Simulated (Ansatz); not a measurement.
## How settings move the G0W0 gap of BeTe (F-43m)

A 2-atom cell of BeTe (F-43m) from a materials database, relaxed with r2SCAN; one-shot G0W0 in Ansatz without spin-orbit coupling. Calculated for a static, non-magnetic cell.

```
Be Te
1.0
     0.00000    2.82862    2.82862
     2.82862    0.00000    2.82862
     2.82862    2.82862    0.00000
Be Te
1 1
Cartesian
  0.0000 0.0000 0.0000
  4.2429 4.2429 4.2429
```

Gaps are read over the mesh points alone. G0W0 here is at a finite number of bands, screening cutoff and k mesh, not at the basis limit.
```json
{"start": "PBE", "potentials": "PAW", "frequency model": "contour deformation", "mesh": "6×6×6", "empty bands": "135", "screening cutoff (eV)": "120", "Kohn-Sham gap (eV)": "2.02", "G0W0 gap (eV)": "2.82"}
{"start": "PBE", "potentials": "PAW", "frequency model": "contour deformation", "mesh": "6×6×6", "empty bands": "335", "screening cutoff (eV)": "220", "Kohn-Sham gap (eV)": "2.02", "G0W0 gap (eV)": "2.92"}
{"start": "PBE", "potentials": "PAW", "frequency model": "contour deformation", "mesh": "6×6×6", "empty bands": "616", "screening cutoff (eV)": "300", "Kohn-Sham gap (eV)": "2.02", "G0W0 gap (eV)": "2.95"}
{"start": "HSE06", "potentials": "PAW", "frequency model": "contour deformation", "mesh": "6×6×6", "empty bands": "335", "screening cutoff (eV)": "220", "Kohn-Sham gap (eV)": "2.69", "G0W0 gap (eV)": "3.20"}
{"start": "r2SCAN", "potentials": "PAW", "frequency model": "contour deformation", "mesh": "6×6×6", "empty bands": "335", "screening cutoff (eV)": "220", "Kohn-Sham gap (eV)": "2.37", "G0W0 gap (eV)": "3.10"}
{"start": "PBE0", "potentials": "PAW", "frequency model": "contour deformation", "mesh": "6×6×6", "empty bands": "335", "screening cutoff (eV)": "220", "Kohn-Sham gap (eV)": "3.35", "G0W0 gap (eV)": "3.37"}
{"start": "PBE", "potentials": "PAW", "frequency model": "Godby-Needs pole", "mesh": "6×6×6", "empty bands": "335", "screening cutoff (eV)": "220", "Kohn-Sham gap (eV)": "2.02", "G0W0 gap (eV)": "2.88"}
{"start": "PBE", "potentials": "PAW", "frequency model": "contour deformation", "mesh": "8×8×8", "empty bands": "73", "screening cutoff (eV)": "80", "Kohn-Sham gap (eV)": "2.02", "G0W0 gap (eV)": "2.71"}
{"start": "PBE", "potentials": "norm-conserving", "frequency model": "contour deformation", "mesh": "6×6×6", "empty bands": "335", "screening cutoff (eV)": "220", "Kohn-Sham gap (eV)": "2.02", "G0W0 gap (eV)": "2.88"}
```

G0W0 moves the gap on the mesh from 2.02 eV (PBE) to 2.95 eV (Γ to X). Renormalisation factors Z lie between 0.76 and 0.80.

Raising bands and cutoff together moves the gap by +0.10 eV (120 to 220 eV), then +0.03 eV (220 to 300 eV); the last step is small, which bounds nothing strictly. Starting from HSE06 (2.69 eV against PBE's 2.02 eV) gives 3.20 eV, +0.28 eV from G0W0@PBE at the same screening cutoff. Starting from r2SCAN (2.37 eV against PBE's 2.02 eV) gives 3.10 eV, +0.18 eV from G0W0@PBE at the same screening cutoff. Starting from PBE0 (3.35 eV against PBE's 2.02 eV) gives 3.37 eV, +0.45 eV from G0W0@PBE at the same screening cutoff. The Godby-Needs plasmon pole differs from contour deformation by -0.04 eV. Norm-conserving potentials (wave cutoff 1800 eV against 420 eV) shift the quasiparticle gap by -0.04 eV and the PBE gap by 0.00 eV. r2SCAN runs take a wave cutoff of 500 eV.
